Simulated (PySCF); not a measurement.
Labels have come off several samples. The candidates:

A. `O1C=CC(=O)C=C1`
B. `[C@H]12C=C[C@H](CC1)C2`
C. SMILES CC(C)(C#N)CCl

Spectrum 1. ¹³C{¹H} NMR (computed): δ 176.8 (C), 159.8 (CH), 127.7 (CH).

Spectrum 2. ¹³C{¹H} NMR (computed): δ 127.8 (C), 58.7 (CH2), 31.5 (C), 25.8 (CH3).

Spectrum 3. ¹³C{¹H} NMR (computed): δ 144.4 (CH), 52.7 (CH2), 45.0 (CH), 27.2 (CH2).

PySCF 2.14.0 with density-fitted response routines calculation with couplings computed with B3LYP/pcJ-1 (spin–dipole term left out of most H,H and C,H couplings), GIAO PBE0/pcSseg-1 shieldings and coordinates at the GFN2-xTB level; fast rotation and ring inversion assumed for equivalent nuclei, no solvent, non-relativistic, one conformer.

Chemical shifts δ = σref − σ; ¹³C (186.93 ppm) vs TMS, all at this level. Shifts are as computed. Against solution values, carbons near 30 ppm lie about +3 ppm off and those near 130 ppm about +5 ppm; carbons on Cl a further +6 ppm. Of 1211 compounds with measured shifts, 218 miss one by over three times the rms of a fit or turn the order of signals round; such compounds aren't used in these exercises. Carbons bonded to Cl come out too deshielded.

**Question.** Match each spectrum to its structure.

**Answer.** 1–A, 2–C, 3–B.

- Spectrum 1 (A): 3 ¹³C signals; δC 176.8 is a ring carbonyl carbon; δC 159.8 is a unsaturated ring CH.
- Spectrum 2 (C): 4 ¹³C signals; δC 127.8 is a nitrile carbon; δC 58.7 is an sp3 CH2 bonded to Cl.
- Spectrum 3 (B): 4 ¹³C signals; δC 144.4 is an alkene CH; δC 52.7 is an sp3 CH2 in a ring.
